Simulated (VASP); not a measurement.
Set up this calculation in VASP 6.6.1, as the native input.

```
Task                      : relaxation of the atoms
Functional                : PBE
Dispersion                : D4
Potentials or basis       : VASP PAW PBE potentials, release 64 (C)
Cutoff                    : 520 eV
k mesh                    : 9 × 9 × 1
Occupations               : fermi-dirac, width 0.05 eV
Spin                      : no spin polarisation
Dipole correction         : yes
Atoms held fixed (from 0) : [0, 1]
Further INCAR settings    : ALGO = Normal; EDIFF = 1e-07; IBRION = 2; EDIFFG = -0.02; NSW = 60
```

The structure of C lies in POSCAR:

```
C
1.0
    2.4699988104      0.0000000000      0.0000000000
   -1.2349994052      2.1390817171      0.0000000000
    0.0000000000      0.0000000000     21.8239500000
C
6
Selective dynamics
Direct
    0.0000000000      0.0000000000      0.3436591451  F F F
    0.3333333333      0.6666666666      0.3452147755  F F F
    0.0000000000      0.0000000000      0.4992221848  T T T
    0.6666666667      0.3333333334      0.5007778152  T T T
    0.0000000000      0.0000000000      0.6547852245  T T T
    0.3333333333      0.6666666666      0.6563408549  T T T
```

The slab is cut from a database's or a generator's crystal, which needn't be the stable form of the element.

One way to write it, as run:

INCAR

```
SYSTEM = C
PREC = Accurate
ENCUT = 520
EDIFF = 1E-7
ISMEAR = -1
SIGMA = 0.05
LREAL = .False.
LASPH = .True.
NELM = 80
ALGO = Normal
ISIF = 2
LWAVE = .False.
LCHARG = .False.
LDIPOL = .True.
IDIPOL = 3
DIPOL = 0.5 0.5 0.500
GGA = PE
IVDW = 13
IBRION = 2
NSW = 60
EDIFFG = -0.02
```

KPOINTS

```
Automatic mesh
0
Gamma
  9 9 1
  0 0 0
```

Potentials or basis: VASP PAW PBE potentials, release 64 (C).

Launch:

```bash
$ cat potpaw_PBE.64/C/POTCAR > POTCAR
$ mpirun -np 1 vasp_std > vasp.out
```

It gave:

The energy gained by relaxing is 3.1 meV/atom and the ionic steps are 3. The band gap on the k mesh is 0.00 eV, direct and the dispersion energy per atom is -0.150 eV.

Wall time 53 s on 1 thread of Intel(R) Xeon(R) 6975P-C (Granite Rapids), with other jobs on the host, peak memory 0.21 GiB.
